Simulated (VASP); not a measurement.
The system is CoO.

```
CELL_PARAMETERS angstrom
1.50547 0.86918 2.43993
-1.50547 0.86918 2.43993
0.00000 -1.73837 2.43993
ATOMIC_POSITIONS crystal
Co 0.00000 0.00000 0.00000
O 0.50000 0.50000 0.50000
```

The cell is a database's computed one.

```yaml
Program: VASP 6.6.1
Task: single point
Functional: PBE
Potentials_or_basis: VASP PAW PBE potentials, release 64 (Co, O)
Cutoff: 520 eV
k_mesh: 11 × 11 × 11
Occupations: fermi-dirac, width 0.05 eV
Spin: collinear spin, ferromagnetic start
Starting_moments: "[2.0, 0.0] μB"
```

On this cell: pressure -0.6 GPa; largest force under 0.003 eV/Å; net moment 2.87 μB per cell; site moments Co +2.54; O +0.29 μB; band gap on the k mesh none (metal or under the smearing width).

The same run follows on a disturbed copy (atoms moved at random, drawn with an rms of 0.05 Å):

```
Co O
1.0
     1.50547    0.86918    2.43993
    -1.50547    0.86918    2.43993
     0.00000   -1.73837    2.43993
Co O
1 1
Cartesian
  -0.0051 -0.0137 0.0083
  -0.0684 -0.0294 3.6496
```

**Question.** What changes?

**Answer.** The energy (extrapolated to zero smearing) moves by +1.6 meV/atom; pressure -0.2 GPa; largest force 0.098 eV/Å; net moment 2.88 μB per cell; site moments Co +2.54; O +0.29 μB; band gap on the k mesh none (metal or under the smearing width).

Forces on the atoms (eV/Å):
```
Co  -0.093 -0.019 -0.024
O    0.093  0.019  0.024
```

Stress tensor (GPa, compression positive):
```
-0.13 -0.19  0.01
-0.19 -0.17 -0.32
 0.01 -0.32 -0.38
```

Caveats: a cell with one magnetic atom can't hold antiferromagnetic order, which such compounds often take; semilocal functionals often make such compounds metallic where correlation or magnetic order opens a gap, which also shifts bond lengths.
